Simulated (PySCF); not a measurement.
Electric field gradients and quadrupole coupling constants

Benzaldehyde, C7H6O.
Cartesian coordinates in Å at the PBE0-D3(BJ)/def2-TZVP level; atoms count from 1:
```xyz
14
C7H6O angstrom
O      2.791   -1.515   -0.308
C      2.273   -0.429   -0.350
C      0.839   -0.170   -0.129
C      0.363    1.135   -0.199
C     -0.982    1.397    0.007
C     -1.849    0.350    0.284
C     -1.377   -0.957    0.355
C     -0.036   -1.218    0.149
H      2.875    0.480   -0.567
H      1.054    1.943   -0.417
H     -1.355    2.413   -0.047
H     -2.902    0.552    0.446
H     -2.062   -1.768    0.571
H      0.361   -2.226    0.198
```

Field gradients from the PBE0/pcSseg-2 density (PySCF, non-relativistic), principal values in atomic units, ordered |Vxx| ≤ |Vyy| ≤ |Vzz|:

| atom | Vxx | Vyy | Vzz |
| --- | --- | --- | --- |
| O1 | 0.4494 | 1.4934 | -1.9429 |

Task: Find the asymmetry η = (Vxx − Vyy)/Vzz and the couplings χ = eQV/h (234.96 MHz × Q in barn × V in au), with Q(17O) = −0.0256 b.

Result: 
```
atom      environment  nucleus     η  χzz (MHz)  χxx (MHz)  χyy (MHz)
  O1  aldehyde oxygen      17O  0.54      11.69      -2.70      -8.98
```

Task: What is Vzz at O1 in SI units (1 au = 9.71736 × 10²¹ V/m²)?

Result: -1.9429 au = -18.880 × 10²¹ V/m².

Were the hydrogens deuterons (Q(2H) = 0.00286 b), χzz would run from 165 kHz (H9) to 198 kHz (H11, H13 and H12).

One conformer (not necessarily the lowest) at the PBE0-D3(BJ)/def2-TZVP geometry, without solvent, vibrations or thermal averaging.

The run behind these numbers computed NMR shieldings as well. Time: 72 s wall; peak memory 1.6 GiB. Hardware: an Arm Neoverse V1 with one thread, shared host with 32 logical CPUs at a one-minute load of 20.
